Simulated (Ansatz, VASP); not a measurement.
## One calculation of In, two programs

```
In
1.0
     2.59677   -4.34075    0.00000
     2.59677    4.34075    0.00000
     0.00000    0.00000    5.14086
In
4
Cartesian
  2.5968 2.9647 0.4342
  2.5968 -1.3761 2.1363
  2.5968 -2.9647 4.7067
  2.5968 1.3761 3.0046
```

Alike in both runs: functional r2SCAN; k mesh 4 × 4 × 4; occupations gaussian, width 0.1 eV; no spin polarisation.

Ansatz relaxed the structure, and its values are those at the end. VASP's run is a single point on that final structure, the one shown.

```csv
,VASP,Ansatz
version,VASP 6.6.1,Ansatz 0.2.0
potentials or method,"VASP PAW PBE potentials, release 64 (In_d)","scalar-relativistic, plane waves, PAW"
plane-wave cutoff (eV),520,500
valence electrons in the cell,52,52
```

```csv
,VASP,Ansatz,Ansatz less VASP
gap on the k mesh at the Fermi level (eV),none,none,-
pressure (GPa),0.0,0.0,0.00
rms of the force components (eV/Å),0.022,0.020,-0.0018
```

A gap of «none» marks a metal or a gap that the smearing closes. With one functional, cell and mesh, what is left measures potentials, basis and numerics.

Caveats: the PAW data sets were made with another functional, which shifts forces and pressure a little (VASP).
